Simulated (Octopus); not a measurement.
# Na2S under changes of volume

One of the cells (23.385 Å³/atom); the others are scaled copies at fixed shape and fractional positions:

```
S Na
1.0
     0.00000    3.27350    3.27350
     3.27350    0.00000    3.27350
     3.27350    3.27350    0.00000
S Na
1 2
Cartesian
  0.0000 0.0000 0.0000
  4.9102 4.9102 4.9102
  1.6367 1.6367 1.6367
```

```yaml
Program: Octopus 16.4
Functional: PBE
Potentials_or_basis: pseudodojo_pbe (PseudoDojo 0.5, PBE)
Grid_spacing: 0.129 Å
k_mesh: 7 × 7 × 7
Occupations: fermi-dirac, width 0.05 eV
Spin: no spin polarisation
```

```csv
volume (Å³/atom),energy over the lowest point (meV/atom),gap on the mesh (eV)
21.982,17.38,2.68
22.450,10.21,2.61
22.918,5.02,2.54
23.385,?,?
23.853,0.00,2.41
24.321,1.20,2.35
24.789,4.07,2.29
```

Q: What does the run at 23.385 Å³/atom give?

A: Energy over the lowest point 0.60 meV/atom; gap on the mesh 2.48 eV.

Worked out: A Birch-Murnaghan fit of order 3 (a polynomial in V^(-2/3)) to the other rows has its minimum at 23.91 Å³/atom with B0 = V·E''(V) = 38 GPa (rough, since the energies scatter). It gives 1.51 meV/atom at 23.385 Å³/atom, against the run's 0.60. A straight line through the other rows of the gap, of slope -3.25 eV per unit of ln V (its deformation potential), gives 2.48 eV, against the run's 2.48.

Energies are extrapolated to zero smearing.
